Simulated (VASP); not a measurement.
# InP (F-43m) in VASP: a series of runs

InP is run at these levels: LDA; tasks: single point, relaxation of cell and atoms.

Program: VASP 6.6.1. These are calculated values, not measurements. Logs are shortened: lines on timing, memory, paths and dates and some standing lists are left out, and cuts for length are marked.

**Measured values to compare with.**

From a printed reference work, data compilation, for a bulk crystal of InP at 1.6 K: band gap 1.4236 eV (direct).

The runs below are set against these values where they give the same quantity.

**1. The cell of the first run**

The structure is cubic, space group F-43m (No. 216). Conventional cell: a = 5.827 Å, b = 5.827 Å, c = 5.827 Å, α = 90.00°, β = 90.00°, γ = 90.00°. In (site symmetry -43m) has 4 P at 2.52 Å within 3.3 Å. Within 3.3 Å of P (site symmetry -43m) lie 4 In at 2.52 Å.

**2. Single point, LDA**

INCAR

```
SYSTEM = InP
PREC = Accurate ; ENCUT = 520
EDIFF = 1E-6 ; ISMEAR = 0
SIGMA = 0.02 ; LREAL = .FALSE.
LASPH = .TRUE. ; NELM = 100
ALGO = Normal ; ISIF = 2
LWAVE = .FALSE. ; LCHARG = .FALSE.
NBANDS = 16
```

KPOINTS

```
Automatic mesh
0
G
  10 10 10
  0 0 0
```

POSCAR

```
InP
1.0
    0.0000000000      2.9135471900      2.9135471900
    2.9135471900      0.0000000000      2.9135471900
    2.9135471900      2.9135471900      0.0000000000
In P
1 1
Direct
    0.0000000000      0.0000000000      0.0000000000
    0.2500000000      0.2500000000      0.2500000000
```

Potentials or basis: VASP PAW LDA potentials, release 64 (In_d, P).

On the command line:

```console
> cat potpaw_LDA.64/In_d/POTCAR potpaw_LDA.64/P/POTCAR > POTCAR
> mpirun -np 1 vasp_std > vasp.out
```

OUTCAR:

```text
SYSTEM = InP
   PREC = Accurate
   ENCUT = 520
   EDIFF = 1E-6
   ISMEAR = 0
   LREAL = .FALSE.
   LASPH = .TRUE.
   NELM = 100
   ISIF = 2

 ion  position               nearest neighbor table
   1  0.000  0.000  0.000-   2 2.52   2 2.52   2 2.52   2 2.52
   2  0.250  0.250  0.250-   1 2.52   1 2.52   1 2.52   1 2.52

  LATTYP: Found a face centered cubic cell.
 ALAT       =     5.8270943800

  Lattice vectors:

 A1 = (   0.0000000000,   2.9135471900,   2.9135471900)
 A2 = (   2.9135471900,   0.0000000000,   2.9135471900)
 A3 = (   2.9135471900,   2.9135471900,   0.0000000000)

Analysis of symmetry for initial positions (statically):
=====================================================================
 Subroutine PRICEL returns:
 Original cell was already a primitive cell.

 Routine SETGRP: Setting up the symmetry group for a
 face centered cubic supercell.

 Subroutine GETGRP returns: Found 24 space group operations
 (whereof 24 operations were pure point group operations)
 out of a pool of 48 trial point group operations.

The static configuration has the point symmetry T_d .

Analysis of symmetry for dynamics (positions and initial velocities):
=====================================================================
 Subroutine PRICEL returns:
 Original cell was already a primitive cell.

 Routine SETGRP: Setting up the symmetry group for a
 face centered cubic supercell.

 Subroutine GETGRP returns: Found 24 space group operations
 (whereof 24 operations were pure point group operations)
 out of a pool of 48 trial point group operations.

The dynamic configuration has the point symmetry T_d .

 Subroutine INISYM returns: Found 24 space group operations
 (whereof 24 operations are pure point group operations),
 and found     1 'primitive' translations

----------------------------------------------------------------------------------------

                                     Primitive cell

  volume of cell :      49.4648

  direct lattice vectors                    reciprocal lattice vectors
     0.000000000  2.913547190  2.913547190    -0.171612117  0.171612117  0.171612117
     2.913547190  0.000000000  2.913547190     0.171612117 -0.171612117  0.171612117
     2.913547190  2.913547190  0.000000000     0.171612117  0.171612117 -0.171612117

  length of vectors
     4.120377951  4.120377951  4.120377951     0.297240905  0.297240905  0.297240905

  position of ions in fractional coordinates (direct lattice)
     0.000000000  0.000000000  0.000000000
     0.250000000  0.250000000  0.250000000

  ion indices of the primitive-cell ions
   primitive index   ion index
                 1           1
                 2           2

----------------------------------------------------------------------------------------

 KPOINTS: Automatic mesh

Automatic generation of k-mesh.
 Grid dimensions read from file:
 generate k-points for:   10   10   10

 Generating k-lattice:

  Cartesian coordinates                     Fractional coordinates (reciprocal lattice)
    -0.017161212  0.017161212  0.017161212     0.100000000  0.000000000  0.000000000
     0.017161212 -0.017161212  0.017161212     0.000000000  0.100000000  0.000000000
     0.017161212  0.017161212 -0.017161212     0.000000000  0.000000000  0.100000000

  Length of vectors
     0.029724091  0.029724091  0.029724091

  Shift w.r.t. Gamma in fractional coordinates (k-lattice)
     0.000000000  0.000000000  0.000000000

 Subroutine IBZKPT returns following result:
 ===========================================

 Found     47 irreducible k-points:

 Following reciprocal coordinates:
            Coordinates               Weight
  0.000000  0.000000  0.000000      1.000000
  0.100000  0.000000  0.000000      8.000000
  0.200000  0.000000  0.000000      8.000000
  0.300000  0.000000  0.000000      8.000000
  0.400000  0.000000  0.000000      8.000000
  0.500000  0.000000  0.000000      4.000000
[... 16 lines left out ...]
  0.300000  0.300000  0.000000      6.000000
  0.400000  0.300000  0.000000     24.000000
 [... further k-points ...]
   k-points           NKPTS =     47   k-points in BZ     NKDIM =     47   number of bands    NBANDS=     16
   number of dos      NEDOS =    301   number of ions     NIONS =      2
   total plane-waves  NPLWV =  32768
   dimension x,y,z NGX =    32 NGY =   32 NGZ =   32
   dimension x,y,z NGXF=    64 NGYF=   64 NGZF=   64
   ions per type =               1   1
   NGX,Y,Z   is equivalent  to a cutoff of  12.91, 12.91, 12.91 a.u.
   NGXF,Y,Z  is equivalent  to a cutoff of  25.82, 25.82, 25.82 a.u.
 SYSTEM =  InP
   PREC   = accura    normal or accurate (medium, high low for compatibility)
   ISTART =      0    job   : 0-new  1-cont  2-samecut
   ICHARG =      2    charge: 1-file 2-atom 10-const
   ISPIN  =      1    spin polarized calculation?
   LNONCOLLINEAR =      F non collinear calculations
   LSORBIT =      F    spin-orbit coupling
   LASPH  =      T    aspherical Exc in radial PAW
   ENCUT  =  520.0 eV  38.22 Ry    6.18 a.u.   7.66  7.66  7.66*2*pi/ulx,y,z
   NELM   =    100;   NELMIN=  2; NELMDL= -5     # of ELM steps
   EDIFF  = 0.1E-05   stopping-criterion for ELM
   LREAL  =      F    real-space projection
   EDIFFG = 0.1E-04   stopping-criterion for IOM
   NSW    =      0    number of steps for IOM
   IBRION =     -1    ionic relax: 0-MD 1-quasi-New 2-CG
   NFREE  =      0    steps in history (QN), initial steepest desc. (CG)
   ISIF   =      2    stress and relaxation
   ISYM   =      2    0-nonsym 1-usesym 2-fastsym
   POTIM  = 0.5000    time-step for ionic-motion
   TEBEG  =    0.0;   TEEND  =   0.0 temperature during run
   PSTRESS=    0.0 pullay stress
   NELECT =      18.0000    total number of electrons
   NUPDOWN=      -1.0000    fix difference up-down
   EMIN   =  10.00;   EMAX   =-10.00  energy-range for DOS
   EFERMI =   0.00;   METHOD = LEGACY
   ISMEAR =     0;   SIGMA  =   0.02  broadening in eV -4-tet -1-fermi 0-gaus
   EFERMI_NEDOS =   21; number of points for ismear=-14 and -15
   IALGO  =     38    algorithm
   IMIX   =      4    mixing-type and parameters
     AMIX     =   0.40;   BMIX     =  1.00
     AMIX_MAG =   1.60;   BMIX_MAG =  1.00
  volume/ion in A,a.u.               =      24.73       166.90
  Fermi-wavevector in a.u.,A,eV,Ry     =   1.168782  2.208678 18.586265  1.366052
  Thomas-Fermi vector in A             =   2.305264
   LORBIT       =      0    0 simple, 1 ext, 2 COOP (PROOUT), +10 PAW based schemes
   GGA     = CA    functional components
   LHFCALC =     F    Hartree Fock is set to
   AEXX    =    0.0000 exact exchange contribution
   IVDW    =     0    specifies the selected vdW correction
   LEPSILON=     F    determine dielectric tensor
   LRPA    =     F    only Hartree local field effects (RPA)
 non-spin polarized calculation
 Gauss-broadening in eV      SIGMA  =   0.02
  energy-cutoff  :      520.00
  volume of cell :       49.46
 maximum number of plane-waves:      1363
   NGX = 15   NGY = 15   NGZ = 15

 number of electron      17.9999998 magnetization

 Free energy of the ion-electron system (eV)
  ---------------------------------------------------
  ext. energy  EPLUGINS =         0.00000000
  ---------------------------------------------------
  free energy    TOTEN  =        -9.67414432 eV

  energy without entropy =       -9.67414432  energy(sigma->0) =       -9.67414432

 E-fermi :   5.3037     XC(G=0):  -9.6862

 val. band max:        5.2021630122   @ k =   0.0000   0.0000   0.0000
 cond. band min:       5.8075060233   @ k =   0.0000   0.0000   0.0000
 fundamental gap:      0.6053430112
 Fermi energy:         5.3036792187

 k-point     1 :       0.0000    0.0000    0.0000
  band No.  band energies     occupation
      1      -9.0215      2.00000
      2      -9.0215      2.00000
      3      -9.0215      2.00000
      4      -8.8575      2.00000
      5      -8.8575      2.00000
      6      -6.4643      2.00000
[... 8 lines left out ...]
     15      14.6814      0.00000
     16      14.6814      0.00000

 k-point     2 :       0.1000    0.0000    0.0000
  band No.  band energies     occupation
      1      -9.0349      2.00000
      2      -9.0162      2.00000
      3      -9.0162      2.00000
      4      -8.8575      2.00000
      5      -8.8575      2.00000
      6      -6.3452      2.00000
[... 8 lines left out ...]
     15      14.1445      0.00000
     16      14.1538      0.00000

 k-point     3 :       0.2000    0.0000    0.0000
  band No.  band energies     occupation
      1      -9.0686      2.00000
      2      -9.0034      2.00000
      3      -9.0034      2.00000
      4      -8.8565      2.00000
      5      -8.8565      2.00000
      6      -6.0026      2.00000
[... 8 lines left out ...]
     15      13.7029      0.00000
     16      14.3823      0.00000

 k-point     4 :       0.3000    0.0000    0.0000
  band No.  band energies     occupation
      1      -9.1078      2.00000
      2      -8.9902      2.00000
      3      -8.9902      2.00000
      4      -8.8523      2.00000
      5      -8.8523      2.00000
      6      -5.4870      2.00000
[... 8 lines left out ...]
     15      13.9955      0.00000
     16      13.9955      0.00000

 k-point     5 :       0.4000    0.0000    0.0000
  band No.  band energies     occupation
      1      -9.1379      2.00000
      2      -8.9821      2.00000
      3      -8.9821      2.00000
      4      -8.8461      2.00000
      5      -8.8461      2.00000
      6      -4.9305      2.00000
[... 8 lines left out ...]
     15      14.9781      0.00000
     16      14.9781      0.00000

 k-point     6 :       0.5000    0.0000    0.0000
  band No.  band energies     occupation
      1      -9.1491      2.00000
      2      -8.9797      2.00000
      3      -8.9797      2.00000
      4      -8.8431      2.00000
      5      -8.8431      2.00000
      6      -4.6524      2.00000
[... 8 lines left out ...]
     15      15.8461      0.00000
     16      15.8461      0.00000

 k-point     7 :       0.1000    0.1000    0.0000
  band No.  band energies     occupation
      1      -9.0449      2.00000
      2      -9.0112      2.00000
      3      -9.0112      2.00000
      4      -8.8618      2.00000
      5      -8.8539      2.00000
      6      -6.3059      2.00000
[... 8 lines left out ...]
     15      14.4104      0.00000
     16      14.7716      0.00000

 k-point     8 :       0.2000    0.1000    0.0000
  band No.  band energies     occupation
      1      -9.0726      2.00000
      2      -9.0005      2.00000
      3      -8.9981      2.00000
      4      -8.8654      2.00000
      5      -8.8503      2.00000
      6      -6.0382      2.00000
[... 8 lines left out ...]
     15      14.5331      0.00000
     16      15.1845      0.00000

 k-point     9 :       0.3000    0.1000    0.0000
  band No.  band energies     occupation
      1      -9.1065      2.00000
      2      -8.9894      2.00000
      3      -8.9841      2.00000
      4      -8.8650      2.00000
      5      -8.8459      2.00000
      6      -5.5779      2.00000
[... 8 lines left out ...]
     15      14.6207      0.00000
     16      14.8691      0.00000
[... 172 lines left out ...]
 k-point    19 :       0.5000    0.2000    0.0000
  band No.  band energies     occupation
      1      -9.1620      2.00000
      2      -8.9658      2.00000
      3      -8.9529      2.00000
      4      -8.8695      2.00000
      5      -8.8378      2.00000
      6      -4.4794      2.00000
[... 8 lines left out ...]
     15      15.9309      0.00000
     16      16.4937      0.00000

 k-point    20 :      -0.4000    0.2000    0.0000
  band No.  band energies     occupation
      1      -9.1586      2.00000
      2      -8.9692      2.00000
      3      -8.9557      2.00000
      4      -8.8590      2.00000
      5      -8.8467      2.00000
      6      -4.3980      2.00000
[... 8 lines left out ...]
     15      14.6513      0.00000
     16      16.2573      0.00000

 k-point    21 :      -0.3000    0.2000    0.0000
  band No.  band energies     occupation
      1      -9.1428      2.00000
      2      -8.9735      2.00000
      3      -8.9655      2.00000
      4      -8.8574      2.00000
      5      -8.8516      2.00000
      6      -4.7859      2.00000
[... 8 lines left out ...]
     15      15.3831      0.00000
     16      16.5883      0.00000

 k-point    22 :      -0.2000    0.2000    0.0000
  band No.  band energies     occupation
      1      -9.1183      2.00000
      2      -8.9813      2.00000
      3      -8.9801      2.00000
      4      -8.8630      2.00000
      5      -8.8488      2.00000
      6      -5.3132      2.00000
[... 8 lines left out ...]
     15      15.4112      0.00000
     16      16.4453      0.00000

 k-point    23 :       0.3000    0.3000    0.0000
  band No.  band energies     occupation
      1      -9.1593      2.00000
      2      -8.9491      2.00000
      3      -8.9491      2.00000
      4      -8.8927      2.00000
      5      -8.8326      2.00000
      6      -5.1638      2.00000
[... 8 lines left out ...]
     15      15.4167      0.00000
     16      18.0386      0.00000

 k-point    24 :       0.4000    0.3000    0.0000
  band No.  band energies     occupation
      1      -9.1798      2.00000
      2      -8.9393      2.00000
      3      -8.9356      2.00000
      4      -8.8966      2.00000
      5      -8.8287      2.00000
      6      -4.7225      2.00000
[... 8 lines left out ...]
     15      15.8376      0.00000
     16      17.9060      0.00000

 [... further k-points ...]

------------------------ aborting loop because EDIFF is reached ----------------------------------------

  FORCE on cell =-STRESS in cart. coord.  units (eV):
  Direction    XX          YY          ZZ          XY          YZ          ZX
  --------------------------------------------------------------------------------------
  -------------------------------------------------------------------------------------
  Total        0.0025843      0.0025843      0.0025843     -0.0000000     -0.0000000     -0.0000000
  in kB        0.0837050      0.0837050      0.0837050     -0.0000000     -0.0000000     -0.0000000
  external PRESSURE =       0.0837050 kB  Pullay stress =       0.0000000 kB

 VOLUME and BASIS-vectors are now :
 -----------------------------------------------------------------------------
  energy-cutoff  :      520.00
  volume of cell :       49.46
      direct lattice vectors                 reciprocal lattice vectors
     0.000000000  2.913547190  2.913547190    -0.171612117  0.171612117  0.171612117
     2.913547190  0.000000000  2.913547190     0.171612117 -0.171612117  0.171612117
     2.913547190  2.913547190  0.000000000     0.171612117  0.171612117 -0.171612117

 POSITION                                       TOTAL-FORCE (eV/Angst)
 -----------------------------------------------------------------------------------
      0.00000      0.00000      0.00000        -0.000000     -0.000000     -0.000000
      1.45677      1.45677      1.45677         0.000000      0.000000      0.000000
 -----------------------------------------------------------------------------------
    total drift:                               -0.000000     -0.000000      0.000000

  FREE ENERGIE OF THE ION-ELECTRON SYSTEM (eV)
  ---------------------------------------------------
  free  energy   TOTEN  =        -9.6741443178 eV

  energy  without entropy=       -9.6741443178  energy(sigma->0) =       -9.67414432
```

Run time: 28 s. Hardware: 1 thread of Intel Xeon 8259CL, shared host; peak memory 0.17 GiB.

Results:

- Free energy: -9.6741 eV
- Pressure: 0.0 GPa
- Band gap on the k mesh: 0.61 eV

Levels at points of the mesh, in eV from the valence-band top:
| k point | band 7 | band 8 | band 9 | band 10 | band 11 | band 12 |
| --- | --- | --- | --- | --- | --- | --- |
| (0.00, 0.00, 0.00) | 0.00 | 0.00 | 0.00 | 0.61 | 3.96 | 3.96 |
| (0.50, 0.00, 0.00) | -5.92 | -1.02 | -1.02 | 1.37 | 4.71 | 4.71 |
| (0.50, 0.50, 0.00) | -5.94 | -2.42 | -2.42 | 1.57 | 2.12 | 9.10 |

Caveat: spin-orbit coupling is left out, which moves the levels of the heavy elements.

(Continued in part 2 of 2.)
